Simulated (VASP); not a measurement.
Set up this calculation in VASP 6.6.1, as the native input.

* Task: single point
* Functional: PBEsol
* Potentials or basis: VASP PAW PBE potentials, release 64 (Ru_pv, S)
* Cutoff: 520 eV
* k mesh: 6 × 6 × 6
* Occupations: gaussian, width 0.05 eV
* Spin: collinear spin, zero start
* Starting moments: [0.0, 0.0] μB
* Hubbard terms: Ru d U = 7 eV
* Further INCAR settings: ALGO = Fast; EDIFF = 1e-06

The structure of RuS lies in POSCAR:

```
RuS
1.0
    0.0000000000      2.7642955000      2.7642955000
    2.7642955000      0.0000000000      2.7642955000
    2.7642955000      2.7642955000      0.0000000000
Ru S
1 1
Direct
    0.0000000000      0.0000000000      0.0000000000
    0.2500000000      0.2500000000      0.2500000000
```

The cell comes from a database or a generator and needn't be the stable form of this composition.

These files were run (other wordings do the same):

INCAR

```
SYSTEM = RuS
PREC = Accurate
ENCUT = 520
EDIFF = 1E-6
ISMEAR = 0
SIGMA = 0.05
LREAL = .False.
LASPH = .True.
NELM = 80
ALGO = Fast
ISIF = 2
LWAVE = .False.
LCHARG = .False.
ISPIN = 2
MAGMOM = 0 0
LORBIT = 11
LMAXMIX = 4
LDAU = .True.
LDAUTYPE = 2
LDAUL = 2 -1
LDAUU = 7 0
LDAUJ = 0 0
LDAUPRINT = 1
GGA = PS
```

KPOINTS

```
Automatic mesh
0
Gamma
  6 6 6
  0 0 0
```

Potentials or basis: VASP PAW PBE potentials, release 64 (Ru_pv, S).

The run is started by

```sh
$ cat potpaw_PBE.64/Ru_pv/POTCAR potpaw_PBE.64/S/POTCAR > POTCAR
$ mpirun -np 1 vasp_std > vasp.out
```

It gave:

| Item | Value |
| --- | --- |
| Pressure | -17.2 GPa |
| Band gap on the k mesh | none (metal or under the smearing width) |
| Net moment | 0.00 μB per cell |
| Valence electrons inside the program's atomic spheres | Ru 12.54; S 3.59 |

Caveat: the PAW data sets were made with another functional, which shifts forces and pressure a little.

It took 67 s on 1 thread of AMD EPYC 7571, with other jobs on the host, peak memory 0.15 GiB.
